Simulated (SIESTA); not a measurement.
Runs of SIESTA 5.4.2 on Ag. The cell holds a slab with vacuum, 6 atoms: a = 2.930 Å, b = 2.930 Å, c = 26.975 Å, α = 90.00°, β = 90.00°, γ = 120.00°. The slab is cut from a database's or a generator's crystal, which needn't be the stable form of the element.

```tsv
level	potentials or basis	gap on the mesh (eV)	largest force (eV/Å)
PW91	PseudoDojo 0.4 standard (PBE files), DZP (energy shift 0.003 Ry; two zetas on semicore shells)	none	0.07
PBEsol	PseudoDojo 0.4 standard (PBEsol files), DZP (energy shift 0.003 Ry; two zetas on semicore shells)	none	(b)
RPBE	PseudoDojo 0.4 standard (PBE files), DZP (energy shift 0.003 Ry; two zetas on semicore shells)	none	0.17
AM05	PseudoDojo 0.4 standard (PBEsol files), DZP (energy shift 0.003 Ry; two zetas on semicore shells)	none	0.32
WC	PseudoDojo 0.4 standard (PBEsol files), DZP (energy shift 0.003 Ry; two zetas on semicore shells)	none	0.32
revPBE	PseudoDojo 0.4 standard (PBE files), DZP (energy shift 0.003 Ry; two zetas on semicore shells)	none	0.11
BLYP	PseudoDojo 0.4 standard (PBE files), DZP (energy shift 0.003 Ry; two zetas on semicore shells)	none	(a)
LDA	PseudoDojo 0.4 standard (LDA files), DZP (energy shift 0.003 Ry; two zetas on semicore shells)	none	0.55
```

Alike in all rows: task single point; no spin polarisation; cell as given; k mesh 10 × 10 × 1; smearing fermi-dirac 0.05 eV; grid cutoff 800 Ry; energy shift 0.003 Ry.

Estimate the missing entries.

(a) 0.28; (b) 0.34.

Caveats: the basis of atomic orbitals isn't converged, which shifts pressures, moduli and gaps; the potentials were made for another functional, which shifts forces and pressure (some runs).

A k mesh can miss the band edges, and the runs leave out spin-orbit coupling on Ag.

A gap of «none» marks a metal or a gap under the smearing width.

Runs at the PBE level aren't shown here.
